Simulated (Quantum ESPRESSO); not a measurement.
# Al (Fm-3m) in Quantum ESPRESSO: further runs, part 2 of 2

Quantum ESPRESSO 7.5. The steps go on from the part before.

## Step 3: Single point, PBE+D3(BJ), 15.61 Å³/atom

The input, pw.in:

```
&CONTROL
  calculation = 'scf'
  prefix = 'pwscf'
  outdir = './tmp'
  pseudo_dir = './pseudo'
  tprnfor = .true.
  tstress = .true.
  disk_io = 'nowf'
/
&SYSTEM
  ibrav = 0
  nat = 1
  ntyp = 1
  ecutwfc = 40
  nbnd = 6
  occupations = 'smearing'
  smearing = 'fd'
  degauss = 0.00367493
  vdw_corr = 'grimme-d3'
  dftd3_version = 4
/
&ELECTRONS
  conv_thr = 2d-10
  electron_maxstep = 120
  mixing_beta = 0.5
/
ATOMIC_SPECIES
Al    26.9815 Al.upf
CELL_PARAMETERS angstrom
   0.0000000000    1.9834708509    1.9834708509
   1.9834708509    0.0000000000    1.9834708509
   1.9834708509    1.9834708509    0.0000000000
ATOMIC_POSITIONS crystal
Al     0.0000000000    0.0000000000    0.0000000000
K_POINTS automatic
11 11 11 0 0 0
```

Potentials or basis: PseudoDojo 0.4.1 SR PBE standard.

The run is started by

```
$ OMP_NUM_THREADS=1 pw.x -in pw.in > pw.out
```

pw.out:

```text
This program is part of the open-source Quantum ESPRESSO suite
     for quantum simulation of materials; please cite
[... 9 lines left out ...]
     --------------------
     sticks:   dense  smooth     PW     G-vecs:    dense   smooth      PW
     Sum         313     313    109                 3647     3647     725

     Using Slab Decomposition

     bravais-lattice index     =            0
     lattice parameter (alat)  =       5.3008  a.u.
     unit-cell volume          =     105.3184 (a.u.)^3
     number of atoms/cell      =            1
     number of atomic types    =            1
     number of electrons       =         3.00
     number of Kohn-Sham states=            6
     kinetic-energy cutoff     =      40.0000  Ry
     charge density cutoff     =     160.0000  Ry
     scf convergence threshold =      2.0E-10
     mixing beta               =       0.5000
     number of iterations used =            8  plain     mixing
     Exchange-correlation= PBE
                           (   1   4   3   4   0   0   0)

     celldm(1)=   5.300779  celldm(2)=   0.000000  celldm(3)=   0.000000
     celldm(4)=   0.000000  celldm(5)=   0.000000  celldm(6)=   0.000000

     crystal axes: (cart. coord. in units of alat)
               a(1) = (   0.000000   0.707107   0.707107 )
               a(2) = (   0.707107   0.000000   0.707107 )
               a(3) = (   0.707107   0.707107   0.000000 )

     reciprocal axes: (cart. coord. in units 2 pi/alat)
               b(1) = ( -0.707107  0.707107  0.707107 )
               b(2) = (  0.707107 -0.707107  0.707107 )
               b(3) = (  0.707107  0.707107 -0.707107 )

     PseudoPot. # 1 for Al read from file:
     Al.upf
     Pseudo is Norm-conserving + core correction, Zval =  3.0
     Generated using ONCVPSP code by D. R. Hamann
     Using radial grid of 1876 points,  6 beta functions with:
                l(1) =   0
                l(2) =   0
                l(3) =   1
                l(4) =   1
                l(5) =   2
                l(6) =   2

     atomic species   valence    mass     pseudopotential
     Al                3.00    26.98150     Al( 1.00)

     48 Sym. Ops., with inversion, found

   Cartesian axes

     site n.     atom                  positions (alat units)
         1        Al     tau(   1) = (   0.0000000   0.0000000   0.0000000  )

     --------------------------------------------
     DFT-D3 Dispersion Correction (3-body terms):
     --------------------------------------------
       Reference C6 values for interpolation:

         atom   Coordination number   C6
         Al         0.000          1081.08
         Al         0.965           875.51
         Al         1.931           513.50
         Al         2.915           307.19

       Values used:

         atom   Coordination number  R0_AB[au]  C6      C8
         Al         9.404            3.789    307.19  29441.29

         Molecular C6 ( Ry / a.u.^6 ) =       307.19

     number of k points=    56  Fermi-Dirac smearing, width (Ry)=  0.0037
                       cart. coord. in units 2pi/alat
        k(    1) = (   0.0000000   0.0000000   0.0000000), wk =   0.0015026
        k(    2) = (   0.0642824   0.0642824  -0.0642824), wk =   0.0120210
        k(    3) = (   0.1285649   0.1285649  -0.1285649), wk =   0.0120210
        k(    4) = (   0.1928473   0.1928473  -0.1928473), wk =   0.0120210
        k(    5) = (   0.2571297   0.2571297  -0.2571297), wk =   0.0120210
        k(    6) = (   0.3214122   0.3214122  -0.3214122), wk =   0.0120210
[... 48 lines left out ...]
        k(   55) = (  -0.0642824  -0.4499770   0.7071068), wk =   0.0360631
        k(   56) = (   0.0000000  -0.3856946   0.6428243), wk =   0.0360631

     Dense  grid:     3647 G-vectors     FFT dimensions: (  24,  24,  24)

     Initial potential from superposition of free atoms

     starting charge       2.9976, renormalised to       3.0000
     Starting wfcs are    4 randomized atomic wfcs +    2 random wfcs

     Self-consistent Calculation

     iteration #  1     ecut=    40.00 Ry     beta= 0.50
     Davidson diagonalization with overlap
     ethr =  1.00E-02,  avg # of iterations =  6.3

     Threshold (ethr) on eigenvalues was too large:
     Diagonalizing with lowered threshold

     Davidson diagonalization with overlap
     ethr =  1.93E-04,  avg # of iterations =  3.5

     total energy              =      -4.66017013 Ry
     estimated scf accuracy    <       0.00570459 Ry

     iteration #  2     ecut=    40.00 Ry     beta= 0.50
     Davidson diagonalization with overlap
     ethr =  1.90E-04,  avg # of iterations =  1.0
[... 4 lines left out ...]
     iteration #  3     ecut=    40.00 Ry     beta= 0.50
     Davidson diagonalization with overlap
     ethr =  4.30E-05,  avg # of iterations =  1.7

     total energy              =      -4.65986403 Ry
     estimated scf accuracy    <       0.00000175 Ry

     iteration #  4     ecut=    40.00 Ry     beta= 0.50
     Davidson diagonalization with overlap
     c_bands:  1 eigenvalues not converged
     ethr =  5.85E-08,  avg # of iterations =  5.1

     total energy              =      -4.65986630 Ry
     estimated scf accuracy    <       0.00000002 Ry

     iteration #  5     ecut=    40.00 Ry     beta= 0.50
     Davidson diagonalization with overlap
     ethr =  5.23E-10,  avg # of iterations =  2.4

     total energy              =      -4.65986631 Ry
     estimated scf accuracy    <          3.5E-10 Ry

     iteration #  6     ecut=    40.00 Ry     beta= 0.50
     Davidson diagonalization with overlap
     ethr =  1.18E-11,  avg # of iterations =  2.4

     End of self-consistent calculation

          k = 0.0000 0.0000 0.0000 (   459 PWs)   bands (ev):

    -3.0113  21.4465  21.4465  23.3481  23.3481  23.3481

          k = 0.0643 0.0643-0.0643 (   450 PWs)   bands (ev):

    -2.7784  18.5206  20.8759  20.8759  23.8897  24.2811

          k = 0.1286 0.1286-0.1286 (   459 PWs)   bands (ev):
[... 209 lines left out ...]
     5.6255   9.0020   9.0660  10.9249  21.5838  23.5727

          k = 0.0000-0.3857 0.6428 (   452 PWs)   bands (ev):

     7.0377   7.2960   8.8318  10.9039  22.9353  25.9791

     the Fermi energy is     8.5156 ev

!    total energy              =      -4.65986631 Ry
     estimated scf accuracy    <          3.5E-11 Ry
     smearing contrib. (-TS)   =      -0.00028785 Ry
     internal energy E=F+TS    =      -4.65957847 Ry

     The total energy is F=E-TS. E is the sum of the following terms:
     one-electron contribution =       3.05815553 Ry
     hartree contribution      =       0.00793209 Ry
     xc contribution           =      -2.19636179 Ry
     ewald contribution        =      -5.50445218 Ry
     DFT-D3 Dispersion         =      -0.02485212 Ry

     convergence has been achieved in   6 iterations

     Forces acting on atoms (cartesian axes, Ry/au):

     atom    1 type  1   force =     0.00000000    0.00000000    0.00000000

     Total force =     0.000000     Total SCF correction =     0.000000

     Computing stress (Cartesian axis) and pressure

          total   stress  (Ry/bohr**3)                   (kbar)     P=       13.43
   0.00009133   0.00000000   0.00000000           13.43        0.00        0.00
   0.00000000   0.00009133   0.00000000            0.00       13.43        0.00
   0.00000000   0.00000000   0.00009133            0.00        0.00       13.43

=------------------------------------------------------------------------------=
   JOB DONE.
=------------------------------------------------------------------------------=
```

Wall time 4.2 s (1 thread of Intel Xeon Platinum 8259CL at 2.50GHz (Skylake/Cascade Lake), shared host); peak memory 0.09 GiB.

What came out:

* Free energy: -63.4007 eV
* Pressure: 1.3 GPa
* Band gap on the k mesh: none (metal or under the smearing width)

Caveat: pairwise dispersion overbinds metals, which lowers pressure and volume.

## Step 4: Single point, PBE+D3(BJ), 15.94 Å³/atom

Changes to pw.in since step 3:

```diff
@@ -29,5 +29,5 @@
 CELL_PARAMETERS angstrom
-   0.0000000000    1.9834708509    1.9834708509
-   1.9834708509    0.0000000000    1.9834708509
-   1.9834708509    1.9834708509    0.0000000000
+   0.0000000000    1.9974394157    1.9974394157
+   1.9974394157    0.0000000000    1.9974394157
+   1.9974394157    1.9974394157    0.0000000000
 ATOMIC_POSITIONS crystal
```

The run is started by

```
$ OMP_NUM_THREADS=1 pw.x -in pw.in > pw.out
```

Run time: 4.2 s. Hardware: 1 thread of Intel Xeon Platinum 8259CL at 2.50GHz (Skylake/Cascade Lake), shared host; peak memory 0.09 GiB.

It converged, with:

```yaml
Free_energy: -63.4015 eV
Pressure: -0.5 GPa
Band_gap_on_the_k_mesh: none (metal or under the smearing width)
```

Caveat: pairwise dispersion overbinds metals, which lowers pressure and volume.

## Step 5: Single point, PBE+D3(BJ), 16.27 Å³/atom

Changes to pw.in since step 4:

```diff
@@ -29,5 +29,5 @@
 CELL_PARAMETERS angstrom
-   0.0000000000    1.9974394157    1.9974394157
-   1.9974394157    0.0000000000    1.9974394157
-   1.9974394157    1.9974394157    0.0000000000
+   0.0000000000    2.0112152952    2.0112152952
+   2.0112152952    0.0000000000    2.0112152952
+   2.0112152952    2.0112152952    0.0000000000
 ATOMIC_POSITIONS crystal
```

The run is started by

```
$ OMP_NUM_THREADS=1 pw.x -in pw.in > pw.out
```

It took 4.3 s on 1 thread of Intel Xeon Platinum 8259CL at 2.50GHz (Skylake/Cascade Lake), shared host; peak memory 0.09 GiB.

The run converged. Its results:

```yaml
Free_energy: -63.3987 eV
Pressure: -2.2 GPa
Band_gap_on_the_k_mesh: none (metal or under the smearing width)
```

Caveat: pairwise dispersion overbinds metals, which lowers pressure and volume.

## Step 6: Single point, PBE+D3(BJ), 16.60 Å³/atom

Changes to pw.in since step 5:

```diff
@@ -29,5 +29,5 @@
 CELL_PARAMETERS angstrom
-   0.0000000000    2.0112152952    2.0112152952
-   2.0112152952    0.0000000000    2.0112152952
-   2.0112152952    2.0112152952    0.0000000000
+   0.0000000000    2.0248050000    2.0248050000
+   2.0248050000    0.0000000000    2.0248050000
+   2.0248050000    2.0248050000    0.0000000000
 ATOMIC_POSITIONS crystal
```

Potentials or basis: PseudoDojo 0.4.1 SR PBE standard.

The run is started by

```
$ OMP_NUM_THREADS=1 pw.x -in pw.in > pw.out
```

Run time: 4 s. Hardware: 1 thread of Intel Xeon Platinum 8259CL at 2.50GHz (Skylake/Cascade Lake), shared host; peak memory 0.09 GiB.

It converged, with:

```
Free energy            : -63.3926 eV
Pressure               : -3.7 GPa
Band gap on the k mesh : none (metal or under the smearing width)
```

Caveat: pairwise dispersion overbinds metals, which lowers pressure and volume.

## Step 7: Single point, PBE+D3(BJ), 16.93 Å³/atom

Changes to pw.in since step 6:

```diff
@@ -29,5 +29,5 @@
 CELL_PARAMETERS angstrom
-   0.0000000000    2.0248050000    2.0248050000
-   2.0248050000    0.0000000000    2.0248050000
-   2.0248050000    2.0248050000    0.0000000000
+   0.0000000000    2.0382146954    2.0382146954
+   2.0382146954    0.0000000000    2.0382146954
+   2.0382146954    2.0382146954    0.0000000000
 ATOMIC_POSITIONS crystal
```

The run is started by

```
$ OMP_NUM_THREADS=1 pw.x -in pw.in > pw.out
```

Run time: 3.9 s. Hardware: 1 thread of Intel Xeon Platinum 8259CL at 2.50GHz (Skylake/Cascade Lake), shared host; peak memory 0.09 GiB.

Results (log left out):

```
Free energy            : -63.3835 eV
Pressure               : -5.0 GPa
Band gap on the k mesh : none (metal or under the smearing width)
```

Caveat: pairwise dispersion overbinds metals, which lowers pressure and volume.

## Step 8: Single point, PBE+D3(BJ), 17.27 Å³/atom

Changes to pw.in since step 7:

```diff
@@ -29,5 +29,5 @@
 CELL_PARAMETERS angstrom
-   0.0000000000    2.0382146954    2.0382146954
-   2.0382146954    0.0000000000    2.0382146954
-   2.0382146954    2.0382146954    0.0000000000
+   0.0000000000    2.0514502267    2.0514502267
+   2.0514502267    0.0000000000    2.0514502267
+   2.0514502267    2.0514502267    0.0000000000
 ATOMIC_POSITIONS crystal
```

The run is started by

```
$ OMP_NUM_THREADS=1 pw.x -in pw.in > pw.out
```

Run time: 4.2 s. Hardware: 1 thread of Intel Xeon Platinum 8259CL at 2.50GHz (Skylake/Cascade Lake), shared host; peak memory 0.09 GiB.

It converged, with:

- Free energy: -63.3718 eV
- Pressure: -6.2 GPa
- Band gap on the k mesh: none (metal or under the smearing width)

Caveat: pairwise dispersion overbinds metals, which lowers pressure and volume.

## Step 9: Single point, PBE+D3(BJ), 17.60 Å³/atom

Changes to pw.in since step 8:

```diff
@@ -29,5 +29,5 @@
 CELL_PARAMETERS angstrom
-   0.0000000000    2.0514502267    2.0514502267
-   2.0514502267    0.0000000000    2.0514502267
-   2.0514502267    2.0514502267    0.0000000000
+   0.0000000000    2.0645171409    2.0645171409
+   2.0645171409    0.0000000000    2.0645171409
+   2.0645171409    2.0645171409    0.0000000000
 ATOMIC_POSITIONS crystal
```

Potentials or basis: PseudoDojo 0.4.1 SR PBE standard.

The run is started by

```
$ OMP_NUM_THREADS=1 pw.x -in pw.in > pw.out
```

Wall time 3.9 s (1 thread of Intel Xeon Platinum 8259CL at 2.50GHz (Skylake/Cascade Lake), shared host); peak memory 0.09 GiB.

It converged, with:

* Free energy: -63.3578 eV
* Pressure: -7.3 GPa
* Band gap on the k mesh: none (metal or under the smearing width)

Caveat: pairwise dispersion overbinds metals, which lowers pressure and volume.

## Step 10: Equation of state, PBE+D3(BJ)

This step only gathers the single runs of the series.

Results:

```
Equilibrium volume                      : 15.84 Å³/atom
Bulk modulus                            : 88 GPa
Pressure derivative of the bulk modulus : 4.5
```

Energy against volume, from the lowest point:
```
volume (Å³/atom)  energy (meV/atom)
          15.607               0.83
          15.939               0.00
          16.271               2.85
          16.603               8.98
          16.935              18.06
          17.267              29.76
          17.599              43.76
```

## Step 11: Comparison with measurements

Step 10. A measured bulk modulus of Al is 76.9 GPa (quoted in “The interpretation of polycrystalline coherent inelastic neutron scattering from aluminium”, 2013, pmc:3831299); the calculated 88 GPa misses it by +14.0 %. The fit is for a static lattice scaled at fixed shape and fixed fractional positions. The cell as given is a measured one (16.60 Å³/atom); PBE+D3(BJ) puts the equilibrium volume -4.6 % from it, thermal expansion not counted.
